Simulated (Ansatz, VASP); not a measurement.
One calculation of Fe, two programs

```
CELL_PARAMETERS angstrom
0.00000 1.81950 1.81950
1.81950 0.00000 1.81950
3.63900 3.63900 0.00000
ATOMIC_POSITIONS crystal
Fe 0.00000 0.00000 0.00000
Fe 0.00000 0.00000 0.50000
```

Alike in both runs: task single point; functional PBE; k mesh 12 × 12 × 6; occupations fermi-dirac, width 0.05 eV; collinear spin.

|  | VASP | Ansatz |
| --- | --- | --- |
| version | VASP 6.6.1 | Ansatz 0.2.0 |
| potentials or method | VASP PAW PBE potentials, release 64 (Fe) | PAW, plane waves, scalar-relativistic |
| plane-wave cutoff (eV) | 520 | 420 |
| valence electrons in the cell | 16 | 32 |

VASP gave:

```
pressure (GPa)                                                : -20.3
largest component of the traceless stress (GPa)               : 0.22
net moment per atom (μB)                                      : 1.05
size of the moment on the site where the two differ most (μB) : 0.07
```

Problem. Which values does Ansatz return?

Solution. Pressure (GPa): -20.7; largest component of the traceless stress (GPa): 0.14; net moment per atom (μB): 1.04; size of the moment on the site where the two differ most (μB): 0.03.

Site moments also hang on the region over which each program counts them. The two sets of potentials don't hold the same shells in valence. Ansatz warned: «negative_dielectric_reading».

Caveats: so large a pressure means that the cell lies far from this level's equilibrium, or that cutoff or potentials fall short (VASP).
